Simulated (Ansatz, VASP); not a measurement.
Two plane-wave programs on Ge2N

INCAR

```
SYSTEM = Ge2N
PREC = Accurate
ENCUT = 600
EDIFF = 1E-6
ISMEAR = 0
SIGMA = 0.1
LREAL = .False.
LASPH = .True.
NELM = 80
ALGO = Normal
ISIF = 3
LWAVE = .False.
LCHARG = .False.
GGA = PE
IBRION = 2
NSW = 90
EDIFFG = -0.04
```

KPOINTS

```
regular mesh
0
Gamma
  6 6 4
  0 0 0
```

File POSCAR:

```
Ge2N
1.0
    3.4939173548      0.0000000000      0.0000000000
   -1.7469586774      3.0258211880      0.0000000000
    0.0000000000      0.0000000000      3.7725021273
Ge N
2 1
Direct
    0.3333333333      0.6666666667      0.5000000000
    0.6666666667      0.3333333333      0.5000000000
    0.0000000000      0.0000000000      0.0000000000
```

Input for Ansatz:

```yaml
crystal:
  lattice:
    - [3.4939173548, 0.0, 0.0]
    - [-1.7469586774, 3.025821188, 0.0]
    - [0.0, 0.0, 3.7725021273]
  atoms:
    - { symbol: Ge, position: [0.3333333333, 0.6666666667, 0.5] }
    - { symbol: Ge, position: [0.6666666667, 0.3333333333, 0.5] }
    - { symbol: "N", position: [0.0, 0.0, 0.0] }
basis:
  ecutwfc: 420
kpoints:
  mp_grid: { grid: [6, 6, 4] }
hamiltonian:
  xc: pbe
scf:
  occupations: { method: gaussian, width: 0.1 }
  lower_state_search: "off"
output:
  forces: true
  stress: true
  eigenvalues: true
relax:
  adjacent_minimum: "off"
  f_tol: 0.04
  max_steps: 70
  cell: { stress_tol: 0.4 }
```

Alike in both runs: task relaxation of cell and atoms; functional PBE; k mesh 6 × 6 × 4; occupations gaussian, width 0.1 eV; no spin polarisation.

|  | VASP | Ansatz |
| --- | --- | --- |
| version | VASP 6.6.1 | Ansatz 0.2.0 |
| potentials or method | VASP PAW PBE potentials, release 64 (Ge_d, N) | scalar-relativistic, plane waves, PAW |
| plane-wave cutoff (eV) | 600 | 420 |
| valence electrons in the cell | 33 | 33 |

```tsv
	VASP	Ansatz	Ansatz less VASP
gap on the k mesh at the Fermi level, each at its own relaxed structure (eV)	none	none	-
relaxed volume (Å³/atom)	15.37	15.44	+0.069
relaxed cell length with the largest relative difference (Å)	4.169	4.182	+0.0129
energy change over the relaxation (meV/atom)	-1162	-1171	-8.5
```

A gap of «none» marks a metal or a gap that the smearing closes.

Caveats: the k mesh is coarse (spacing up to 0.42 Å⁻¹), so the values aren't converged; the volume moved by over 15 % at a fixed basis, so the end points are rough (VASP).
